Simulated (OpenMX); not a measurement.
Runs of OpenMX 3.8.5 on ZnO. Symmetry: Pm-3m, No. 221, cubic system. Conventional cell: a = 2.688 Å, b = 2.688 Å, c = 2.688 Å, α = 90.00°, β = 90.00°, γ = 90.00°. Around Zn (site symmetry m-3m) lie 8 O at 2.33 Å. Around O (site symmetry m-3m) lie 8 Zn at 2.33 Å. The cell was built by a generator and needn't be a form met in nature.

| level | gap on the mesh (eV) | pressure (GPa) |
| --- | --- | --- |
| PBE+D3(BJ) | none | -0.5 |
| PBE+D3 | none | -0.6 |
| PBE+D4 | none | (a) |
| PBE | none | 4.0 |

Alike in all rows: task single point; potentials or basis OpenMX 2013 PBE set, Zn6.0H-s3p2d2, O6.0-s2p2d1, grid cutoff 500 Ry; no spin polarisation; cell as given; k mesh 7 × 7 × 7; smearing fermi-dirac 0.05 eV.

**Question.** Estimate the missing entries.

**Answer.** (a) 0.0.

Caveats: the basis of atomic orbitals isn't converged, which shifts pressures, moduli and gaps; pairwise dispersion overbinds metals, which lowers pressure and volume (some runs).

A gap of «none» marks a metal or a gap under the smearing width.
